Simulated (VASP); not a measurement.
# Ge (Cmmm) in VASP: a series of runs

One crystal, Ge, is run at these levels: PBE; tasks: single point.

Everything below comes from runs of VASP 6.6.1. Logs are shortened: lines on timing, memory, paths and dates and some standing lists are left out, and cuts for length are marked.

## (1) Starting point

Symmetry: Cmmm, No. 65, orthorhombic system. The conventional cell has a = 2.794 Å, b = 5.201 Å, c = 2.698 Å, α = 90.00°, β = 90.00°, γ = 90.00°. Around Ge (site symmetry mmm) lie 8 Ge at 2.70 to 2.95 Å.

This isn't the form of Ge at room conditions, which is diamond.

## (2) Single point, PBE

INCAR

```
PREC = Accurate ; ENCUT = 400
EDIFF = 1E-7 ; ISMEAR = 0
SIGMA = 0.05 ; LREAL = F
LASPH = T ; NELM = 100
ALGO = Normal ; ISIF = 2
LWAVE = F ; LCHARG = F
GGA = PE ; NBANDS = 13
ADDGRID = F
```

KPOINTS

```
Automatic mesh
0
Gamma
  11 11 10
```

POSCAR

```
Ge
1.0
    1.3971490000     -2.6005160000      0.0000000000
    1.3971490000      2.6005160000      0.0000000000
    0.0000000000      0.0000000000      2.6982310000
Ge
1
Direct
    0.5000000000      0.5000000000      0.0000000000
```

Potentials or basis: VASP PAW PBE potentials, release 64 (Ge_d).

Launch:

```console
> cat potpaw_PBE.64/Ge_d/POTCAR > POTCAR
> mpirun -np 1 vasp_std > vasp.out
```

OUTCAR:

```text
PREC = Accurate
   ENCUT = 400
   EDIFF = 1E-7
   ISMEAR = 0
   LREAL = F
   LASPH = T
   NELM = 100
   ISIF = 2
   GGA = PE

 Found    216 irreducible k-points:

 Following reciprocal coordinates:
            Coordinates               Weight
  0.000000  0.000000  0.000000      1.000000
  0.090909  0.000000  0.000000      4.000000
  0.181818 -0.000000  0.000000      4.000000
  0.272727 -0.000000  0.000000      4.000000
  0.363636 -0.000000  0.000000      4.000000
  0.454545 -0.000000  0.000000      4.000000
   k-points           NKPTS =    216   k-points in BZ     NKDIM =    216   number of bands    NBANDS=     13
   number of dos      NEDOS =    301   number of ions     NIONS =      1
   total plane-waves  NPLWV =   7200
   dimension x,y,z NGX =    20 NGY =   20 NGZ =   18
   dimension x,y,z NGXF=    40 NGYF=   40 NGZF=   36
   ions per type =               1
   NGX,Y,Z   is equivalent  to a cutoff of  11.26, 11.26, 11.09 a.u.
   NGXF,Y,Z  is equivalent  to a cutoff of  22.53, 22.53, 22.18 a.u.
 SYSTEM =  unknown system
   PREC   = accura    normal or accurate (medium, high low for compatibility)
   ISTART =      0    job   : 0-new  1-cont  2-samecut
   ICHARG =      2    charge: 1-file 2-atom 10-const
   ISPIN  =      1    spin polarized calculation?
   LNONCOLLINEAR =      F non collinear calculations
   LSORBIT =      F    spin-orbit coupling
   LASPH  =      T    aspherical Exc in radial PAW
   ENCUT  =  400.0 eV  29.40 Ry    5.42 a.u.   4.81  4.81  4.40*2*pi/ulx,y,z
   NELM   =    100;   NELMIN=  2; NELMDL= -5     # of ELM steps
   EDIFF  = 0.1E-06   stopping-criterion for ELM
   LREAL  =      F    real-space projection
   EDIFFG = 0.1E-05   stopping-criterion for IOM
   NSW    =      0    number of steps for IOM
   IBRION =     -1    ionic relax: 0-MD 1-quasi-New 2-CG
   NFREE  =      0    steps in history (QN), initial steepest desc. (CG)
   ISIF   =      2    stress and relaxation
   ISYM   =      2    0-nonsym 1-usesym 2-fastsym
   POTIM  = 0.5000    time-step for ionic-motion
   TEBEG  =    0.0;   TEEND  =   0.0 temperature during run
   PSTRESS=    0.0 pullay stress
   NELECT =      14.0000    total number of electrons
   NUPDOWN=      -1.0000    fix difference up-down
   EMIN   =  10.00;   EMAX   =-10.00  energy-range for DOS
   EFERMI =   0.00;   METHOD = LEGACY
   ISMEAR =     0;   SIGMA  =   0.05  broadening in eV -4-tet -1-fermi 0-gaus
   EFERMI_NEDOS =   21; number of points for ismear=-14 and -15
   IALGO  =     38    algorithm
   IMIX   =      4    mixing-type and parameters
     AMIX     =   0.40;   BMIX     =  1.00
     AMIX_MAG =   1.60;   BMIX_MAG =  1.00
  volume/ion in A,a.u.               =      19.61       132.31
  Fermi-wavevector in a.u.,A,eV,Ry     =   1.463234  2.765111 29.130796  2.141053
  Thomas-Fermi vector in A             =   2.579353
   LORBIT       =      0    0 simple, 1 ext, 2 COOP (PROOUT), +10 PAW based schemes
   GGA     = PE    functional components
   LHFCALC =     F    Hartree Fock is set to
   AEXX    =    0.0000 exact exchange contribution
   IVDW    =     0    specifies the selected vdW correction
   LEPSILON=     F    determine dielectric tensor
   LRPA    =     F    only Hartree local field effects (RPA)
 non-spin polarized calculation
 Gauss-broadening in eV      SIGMA  =   0.05
  energy-cutoff  :      400.00
  volume of cell :       19.61
 maximum number of plane-waves:       371
   NGX =  9   NGY =  9   NGZ =  9

 number of electron      14.0000029 magnetization

 Free energy of the ion-electron system (eV)
  ---------------------------------------------------
  ext. energy  EPLUGINS =         0.00000000
  ---------------------------------------------------
  free energy    TOTEN  =        -4.26674276 eV

  energy without entropy =       -4.26607443  energy(sigma->0) =       -4.26640860

 E-fermi :   6.1947     XC(G=0): -11.0380

 val. band max:        6.1914681365   @ k =   0.3636   0.1818   0.1000
 cond. band min:       6.1962573541   @ k =   0.4545   0.0909   0.4000
 fundamental gap:      0.0047892175
 Fermi energy:         6.1946926950

 k-point     1 :       0.0000    0.0000    0.0000
  band No.  band energies     occupation
      1     -18.5184      2.00000
      2     -18.4661      2.00000
      3     -18.4153      2.00000
      4     -18.3098      2.00000
      5     -18.2884      2.00000
      6      -6.6465      2.00000
      7      12.8809      0.00000
      8      13.3499      0.00000
      9      14.8607      0.00000
     10      16.3759      0.00000
     11      18.7116      0.00000
     12      21.0927      0.00000
     13      21.2207      0.00000

 k-point     2 :       0.0909    0.0000    0.0000
  band No.  band energies     occupation
      1     -18.5126      2.00000
      2     -18.4574      2.00000
      3     -18.4162      2.00000
      4     -18.3109      2.00000
      5     -18.2923      2.00000
      6      -6.4459      2.00000
      7      12.4749      0.00000
      8      13.0759      0.00000
      9      13.3073      0.00000
     10      16.8234      0.00000
     11      18.4105      0.00000
     12      20.0268      0.00000
     13      22.3933      0.00000
[... 33 lines left out ...]
 k-point     5 :       0.3636   -0.0000    0.0000
  band No.  band energies     occupation
      1     -18.4951      2.00000
      2     -18.4241      2.00000
      3     -18.3423      2.00000
      4     -18.3366      2.00000
      5     -18.3151      2.00000
      6      -3.4900      2.00000
      7       3.6997      2.00000
      8      10.0897      0.00000
      9      14.1552      0.00000
     10      15.6596      0.00000
     11      20.1137      0.00000
     12      24.9434      0.00000
     13      25.7547      0.00000

 k-point     6 :       0.4545   -0.0000    0.0000
  band No.  band energies     occupation
      1     -18.4992      2.00000
      2     -18.4168      2.00000
      3     -18.3442      2.00000
      4     -18.3202      2.00000
      5     -18.3172      2.00000
      6      -1.9698      2.00000
      7       1.4088      2.00000
      8       9.7086      0.00000
      9      13.7347      0.00000
     10      16.5960      0.00000
     11      21.7645      0.00000
     12      23.2791      0.00000
     13      23.7453      0.00000

 [... further k-points ...]

------------------------ aborting loop because EDIFF is reached ----------------------------------------

  FORCE on cell =-STRESS in cart. coord.  units (eV):
  Direction    XX          YY          ZZ          XY          YZ          ZX
  --------------------------------------------------------------------------------------
  -------------------------------------------------------------------------------------
  Total        0.0773010     -0.3887454     -0.0621869      0.0000000      0.0000000      0.0000000
  in kB        6.3166175    -31.7661399     -5.0815721      0.0000000      0.0000000      0.0000000
  external PRESSURE =     -10.1770315 kB  Pullay stress =       0.0000000 kB

 VOLUME and BASIS-vectors are now :
 -----------------------------------------------------------------------------
  energy-cutoff  :      400.00
  volume of cell :       19.61
      direct lattice vectors                 reciprocal lattice vectors
     1.397149000 -2.600516000  0.000000000     0.357871637 -0.192269534  0.000000000
     1.397149000  2.600516000  0.000000000     0.357871637  0.192269534  0.000000000
     0.000000000  0.000000000  2.698231000     0.000000000  0.000000000  0.370613191

 POSITION                                       TOTAL-FORCE (eV/Angst)
 -----------------------------------------------------------------------------------
      1.39715      0.00000      0.00000         0.000000     -0.000000      0.000000
 -----------------------------------------------------------------------------------
    total drift:                               -0.000000      0.000000     -0.000000

  FREE ENERGIE OF THE ION-ELECTRON SYSTEM (eV)
  ---------------------------------------------------
  free  energy   TOTEN  =        -4.2667427646 eV

  energy  without entropy=       -4.2660744310  energy(sigma->0) =       -4.26640860
```

OSZICAR:

```text
N       E                     dE             d eps       ncg     rms          rms(c)
DAV:   1     0.569027264093E+02    0.56903E+02   -0.61862E+03  6041   0.257E+03
DAV:   2     0.497980845334E+00   -0.56405E+02   -0.54229E+02  5956   0.366E+02
DAV:   3    -0.421084966490E+01   -0.47088E+01   -0.46921E+01  6454   0.655E+01
DAV:   4    -0.427495054618E+01   -0.64101E-01   -0.64095E-01  6441   0.830E+00
DAV:   5    -0.427562991091E+01   -0.67936E-03   -0.67936E-03  6584   0.933E-01    0.131E+00
DAV:   6    -0.426906919510E+01    0.65607E-02   -0.67135E-03  7064   0.181E+00    0.747E-01
DAV:   7    -0.426680300134E+01    0.22662E-02   -0.54860E-03  7360   0.141E+00    0.721E-02
DAV:   8    -0.426674108815E+01    0.61913E-04   -0.64846E-04  6846   0.557E-01    0.256E-02
DAV:   9    -0.426674322461E+01   -0.21365E-05   -0.15854E-05  7300   0.634E-02    0.847E-03
DAV:  10    -0.426674294400E+01    0.28061E-06   -0.66497E-07  6279   0.113E-02    0.148E-03
DAV:  11    -0.426674278444E+01    0.15956E-06   -0.12275E-07  5002   0.658E-03    0.201E-04
DAV:  12    -0.426674276461E+01    0.19837E-07   -0.90800E-09  3248   0.120E-03
   1 F= -.42667428E+01 E0= -.42664086E+01  d E =-.668334E-03
```

stdout:

```text
POSCAR found type information on POSCAR Ge
 POSCAR found :  1 types and       1 ions
 scaLAPACK will be used
 LDA part: xc-table for (Slater+PW92), standard interpolation
 POSCAR, INCAR and KPOINTS ok, starting setup
 FFT: planning ... GRIDC
 FFT: planning ... GRID_SOFT
 FFT: planning ... GRID
 WAVECAR not read
 entering main loop
```

Run time: 11 s. Hardware: 1 thread of Intel Xeon 6975P-C (Granite Rapids), shared host; peak memory 0.14 GiB.

These settings aren't checked as converged: the numbers below hold their error.

Results:

```yaml
Free_energy: -4.2667 eV
Pressure: -1.0 GPa
Band_gap_on_the_k_mesh: none (metal or under the smearing width)
```

## (3) Single point, PBE

This run uses another cell than the first one, of the same volume but with other edges.

INCAR is that of step 2.

KPOINTS is that of step 2.

POSCAR

```
Ge
1.0
    1.4161900000     -2.6475770000      0.0134350000
    1.3961930000      2.6368340000      0.0183540000
    0.0306960000      0.0025520000      2.6389690000
Ge
1
Direct
    0.4852650000      0.4800630000      0.0156560000
```

Potentials or basis: VASP PAW PBE potentials, release 64 (Ge_d).

Launch:

```console
> cat potpaw_PBE.64/Ge_d/POTCAR > POTCAR
> mpirun -np 1 vasp_std > vasp.out
```

It took 29 s on 1 thread of Intel Xeon 6975P-C (Granite Rapids), shared host; peak memory 0.2 GiB.

The run converged, but some of its settings lie outside the range that counts as converged, so its numbers aren't taken as properties of the crystal.

Results:

| Item | Value |
| --- | --- |
| Free energy | -4.2530 eV |
| Pressure | -0.8 GPa |
| Band gap on the k mesh | none (metal or under the smearing width) |

## (4) Single point, PBE

Edit INCAR of step 3 so:

```diff
@@ -1,2 +1,2 @@
-PREC = Accurate ; ENCUT = 400
+PREC = Accurate ; ENCUT = 450
 EDIFF = 1E-7 ; ISMEAR = 0
```

KPOINTS is that of step 3.

POSCAR

```
Ge
1.0
    1.3971490000     -2.6005160000      0.0000000000
    1.3971490000      2.6005160000      0.0000000000
    0.0000000000      0.0000000000      2.6982310000
Ge
1
Direct
    0.5000000000      0.5000000000      0.0000000000
```

Launch:

```console
> cat potpaw_PBE.64/Ge_d/POTCAR > POTCAR
> mpirun -np 1 vasp_std > vasp.out
```

It took 12 s on 1 thread of Intel Xeon 6975P-C (Granite Rapids), shared host; peak memory 0.15 GiB.

The run converged, but some of its settings lie outside the range that counts as converged, so its numbers aren't taken as properties of the crystal.

Results:

```
Free energy            : -4.2666 eV
Pressure               : -0.9 GPa
Band gap on the k mesh : none (metal or under the smearing width)
```

## (5) Single point, PBE

This run uses another cell than the first one, of the same volume but with other edges.

INCAR is that of step 4.

KPOINTS is that of step 4.

POSCAR

```
Ge
1.0
    1.4161900000     -2.6475770000      0.0134350000
    1.3961930000      2.6368340000      0.0183540000
    0.0306960000      0.0025520000      2.6389690000
Ge
1
Direct
    0.4852650000      0.4800630000      0.0156560000
```

Launch:

```console
> cat potpaw_PBE.64/Ge_d/POTCAR > POTCAR
> mpirun -np 1 vasp_std > vasp.out
```

Run time: 27 s. Hardware: 1 thread of Intel Xeon 6975P-C (Granite Rapids), shared host; peak memory 0.22 GiB.

The run converged, but some of its settings lie outside the range that counts as converged, so its numbers aren't taken as properties of the crystal.

Results:

```yaml
Free_energy: -4.2529 eV
Pressure: -0.7 GPa
Band_gap_on_the_k_mesh: none (metal or under the smearing width)
```

## (6) For comparison

An earlier run on the cell as given: functional PBE; potentials or basis VASP PAW PBE potentials, release 64 (Ge_d); cutoff 520 eV; k mesh 11 × 11 × 10; occupations fermi-dirac, width 0.05 eV; no spin polarisation.

* Pressure: -0.6 GPa
* Band gap on the k mesh: none (metal or under the smearing width)
